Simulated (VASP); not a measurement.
## VASP 6.6.1, PBE single-point calculation, SrO (strained rocksalt)

INCAR

```
ENCUT = 520
LREAL = .FALSE.
EDIFF = 1E-7
GGA = PE
LELF = .TRUE.
PREC = Accurate
NBANDS = 15
ISIF = 2
NSW = 0
NELM = 120
IBRION = -1
ISMEAR = -1
LWAVE = .FALSE.
SIGMA = 0.02
LASPH = .TRUE.
LCHARG = .TRUE.
```

KPOINTS

```
KPOINTS created by Atomic Simulation Environment
0
Gamma
8 8 8
0 0 0
```

KPOINTS_OPT

```
special points
6
Reciprocal
0.0000000000 0.0000000000 0.0000000000 1
0.5000000000 0.0000000000 0.5000000000 1
0.6250000000 0.2500000000 0.6250000000 1
0.3750000000 0.3750000000 0.7500000000 1
0.5000000000 0.5000000000 0.5000000000 1
0.5000000000 0.2500000000 0.7500000000 1
```

POSCAR

```
Sr O
 1.0000000000000000
     0.0000000000000000    2.6572890956999999    2.6572890956999999
     2.6572890956999999    0.0000000000000000    2.6572890956999999
     2.6572890956999999    2.6572890956999999    0.0000000000000000
 Sr  O
   1   1
Cartesian
  0.0000000000000000  0.0000000000000000  0.0000000000000000
  2.6572890956999999  2.6572890956999999  2.6572890956999999
```

VASP ran with the recommended PBE PAW datasets (16 valence electrons in the cell).

Command

```
mpirun -np 1 vasp_std
```

From OUTCAR

```
k-points           NKPTS =     29   k-points in BZ     NKDIM =     29   number of bands    NBANDS=     15

   NELECT =      16.0000    total number of electrons

   dimension x,y,z NGX =    28 NGY =   28 NGZ =   28
   dimension x,y,z NGXF=    56 NGYF=   56 NGZF=   56

  energy-cutoff  :      520.00
  volume of cell :       37.53
      direct lattice vectors                 reciprocal lattice vectors
     0.000000000  2.657289096  2.657289096    -0.188161687  0.188161687  0.188161687
     2.657289096  0.000000000  2.657289096     0.188161687 -0.188161687  0.188161687
     2.657289096  2.657289096  0.000000000     0.188161687  0.188161687 -0.188161687

 k-points in reciprocal lattice and weights: KPOINTS created by Atomic Simulation Env
   0.00000000  0.00000000  0.00000000       0.002
   0.12500000  0.00000000  0.00000000       0.016
   0.25000000  0.00000000  0.00000000       0.016
   0.37500000  0.00000000  0.00000000       0.016
   0.50000000  0.00000000  0.00000000       0.008
   0.12500000  0.12500000  0.00000000       0.012
   0.25000000  0.12500000  0.00000000       0.047
   0.37500000  0.12500000  0.00000000       0.047
   ...

 E-fermi :   1.6135

 k-point     1 :       0.0000    0.0000    0.0000
  band No.  band energies     occupation
      1     -31.5345      2.00000
      2     -13.7427      2.00000
      3     -13.2580      2.00000
      4     -13.2580      2.00000
      5     -13.2580      2.00000
      6       1.2235      2.00000
      7       1.2235      2.00000
      8       1.2235      2.00000
      9       4.5387      0.00000
     10       7.2026      0.00000
     11       7.2026      0.00000
     12       7.2026      0.00000
     13       9.1563      0.00000
     14       9.1563      0.00000
     15      13.4411      0.00000

 k-point     2 :       0.1250    0.0000    0.0000
  band No.  band energies     occupation
      1     -31.5217      2.00000
      2     -14.1496      2.00000
      3     -13.2677      2.00000
      4     -13.2677      2.00000
      5     -12.8850      2.00000
      6       0.7944      2.00000
      7       1.0595      2.00000
      8       1.0595      2.00000
      9       5.2037      0.00000
     10       7.0581      0.00000
     11       7.4752      0.00000
     12       7.4752      0.00000
     13       9.5007      0.00000
     14       9.5007      0.00000
     15      14.3333      0.00000

 k-point     3 :       0.2500    0.0000    0.0000
  band No.  band energies     occupation
      1     -31.4907      2.00000
      2     -14.6618      2.00000
      3     -13.2908      2.00000
      4     -13.2908      2.00000
      5     -12.4540      2.00000
      6       0.0381      2.00000
      7       0.7016      2.00000
      8       0.7016      2.00000
      9       6.6019      0.00000
     10       7.0136      0.00000
     11       8.2105      0.00000
     12       8.2105      0.00000
     13      10.3718      0.00000
     14      10.3718      0.00000
     15      16.0322      0.00000

 k-point     4 :       0.3750    0.0000    0.0000
  band No.  band energies     occupation
      1     -31.4594      2.00000
      2     -15.0242      2.00000
      3     -13.3136      2.00000
      4     -13.3136      2.00000
      5     -12.1733      2.00000
      6      -0.5484      2.00000
      7       0.3847      2.00000
      8       0.3847      2.00000
      9       7.1699      0.00000
     10       8.1645      0.00000
     11       9.0898      0.00000
     12       9.0898      0.00000
     13      11.4754      0.00000
     14      11.4754      0.00000
     15      15.4410      0.00000

 k-point     5 :       0.5000    0.0000    0.0000
  band No.  band energies     occupation
      1     -31.4463      2.00000
      2     -15.1542      2.00000
      3     -13.3229      2.00000
      4     -13.3229      2.00000
      5     -12.0770      2.00000
      6      -0.7642      2.00000
      7       0.2628      2.00000
      8       0.2628      2.00000
      9       7.3474      0.00000
     10       8.9033      0.00000
     11       9.5052      0.00000
     12       9.5052      0.00000
     13      12.2107      0.00000
     14      12.2107      0.00000
     15      14.5930      0.00000

 k-point     6 :       0.1250    0.1250    0.0000
  band No.  band energies     occupation
      1     -31.5175      2.00000
      2     -14.1807      2.00000
      3     -13.2974      2.00000
      4     -13.2974      2.00000
      5     -12.8271      2.00000
      6       0.5449      2.00000
      7       1.1550      2.00000
      8       1.1550      2.00000
      9       5.2804      0.00000
     10       6.5924      0.00000
     11       7.7805      0.00000
     12       7.7805      0.00000
     13       9.3471      0.00000
     14       9.8300      0.00000
     15      14.6068      0.00000

 k-point     7 :       0.2500    0.1250    0.0000
  band No.  band energies     occupation
      1     -31.4928      2.00000
      2     -14.5204      2.00000
      3     -13.3346      2.00000
      4     -13.3200      2.00000
      5     -12.5671      2.00000
      6       0.0843      2.00000
      7       0.8790      2.00000
      8       0.9670      2.00000
      9       6.2541      0.00000
     10       6.3291      0.00000
     11       8.3935      0.00000
     12       8.5093      0.00000
     13       9.8690      0.00000
     14      10.5402      0.00000
     15      16.1107      0.00000

 k-point     8 :       0.3750    0.1250    0.0000
  band No.  band energies     occupation
      1     -31.4616      2.00000
      2     -14.8606      2.00000
      3     -13.3575      2.00000
      4     -13.3541      2.00000
      5     -12.3361      2.00000
      6      -0.2942      2.00000
      7       0.4812      2.00000
      8       0.6411      2.00000
      9       6.6116      0.00000
     10       7.5439      0.00000
     11       9.1374      0.00000
     12       9.3277      0.00000
     13      10.9484      0.00000
     14      11.3728      0.00000
     15      15.7148      0.00000

 k-point     9 :       0.5000    0.1250    0.0000
  band No.  band energies     occupation
      1     -31.4425      2.00000
      2     -15.0444      2.00000
      3     -13.3990      2.00000
      4     -13.3531      2.00000
      5     -12.2064      2.00000
      6      -0.5299      2.00000
      7       0.3300      2.00000
      8       0.3789      2.00000
      9       7.1875      0.00000
     10       8.1595      0.00000
     11       9.7043      0.00000
     12       9.8406      0.00000
     13      11.9993      0.00000
     14      12.2762      0.00000
     15      14.1302      0.00000

 k-point    10 :      -0.3750    0.1250    0.0000
  band No.  band energies     occupation
      1     -31.4468      2.00000
      2     -15.0166      2.00000
      3     -13.4240      2.00000
      4     -13.3239      2.00000
      5     -12.2047      2.00000
      6      -0.5218      2.00000
      7       0.3057      2.00000
      8       0.4754      2.00000
      9       7.2434      0.00000
     10       8.0537      0.00000
     11       9.2851      0.00000
     12       9.6569      0.00000
     13      11.8351      0.00000
     14      12.1649      0.00000
     15      14.4010      0.00000

 k-point    11 :      -0.2500    0.1250    0.0000
  band No.  band energies     occupation
      1     -31.4719      2.00000
      2     -14.7908      2.00000
      3     -13.4054      2.00000
      4     -13.2867      2.00000
      5     -12.3448      2.00000
      6      -0.2239      2.00000
      7       0.4522      2.00000
      8       0.7957      2.00000
      9       6.8606      0.00000
     10       7.1644      0.00000
     11       8.4027      0.00000
     12       9.0688      0.00000
     13      10.8213      0.00000
     14      11.0639      0.00000
     15      16.2085      0.00000

 k-point    12 :      -0.1250    0.1250    0.0000
  band No.  band energies     occupation
      1     -31.5029      2.00000
      2     -14.4462      2.00000
      3     -13.3407      2.00000
      4     -13.2633      2.00000
      5     -12.6126      2.00000
      6       0.2925      2.00000
      7       0.7565      2.00000
      8       1.0649      2.00000
      9       5.9619      0.00000
     10       6.7974      0.00000
     11       7.6995      0.00000
     12       8.2671      0.00000
     13       9.8167      0.00000
     14      10.1860      0.00000
     15      15.5248      0.00000

 k-point    13 :       0.2500    0.2500    0.0000
  band No.  band energies     occupation
      1     -31.4769      2.00000
      2     -14.4874      2.00000
      3     -13.3916      2.00000
      4     -13.3916      2.00000
      5     -12.6636      2.00000
      6      -0.0083      2.00000
      7       1.0681      2.00000
      8       1.0681      2.00000
      9       5.5496      0.00000
     10       6.4875      0.00000
     11       9.2097      0.00000
     12       9.2097      0.00000
     13       9.8563      0.00000
     14      10.8345      0.00000
     15      17.2200      0.00000

 ...

  Total       -1.0746386     -1.0746386     -1.0746386     -0.0000000      0.0000000      0.0000000
  in kB      -45.8803377    -45.8803377    -45.8803377     -0.0000000      0.0000000      0.0000000
  external PRESSURE =     -45.8803377 kB  Pullay stress =       0.0000000 kB

 POSITION                                       TOTAL-FORCE (eV/Angst)
 -----------------------------------------------------------------------------------
      0.00000      0.00000      0.00000         0.000000      0.000000     -0.000000
      2.65729      2.65729      2.65729         0.000000      0.000000      0.000000
 -----------------------------------------------------------------------------------
    total drift:                                0.000000      0.000000      0.000000

  FREE ENERGIE OF THE ION-ELECTRON SYSTEM (eV)
  ---------------------------------------------------
  free  energy   TOTEN  =       -12.0221702484 eV

  energy  without entropy=      -12.0221702484  energy(sigma->0) =      -12.02217025
```

| Item | Value |
| --- | --- |
| gap between bands v and c | 3.30 eV |
| least direct gap | 3.32 eV |
| pressure | -4.6 GPa |

Band v is the last that the valence electrons fill when counted band by band, and c is the next.

The run took about 16 s on one core of a shared host (Intel Xeon Platinum 8488C) and held 0.17 GiB at most.
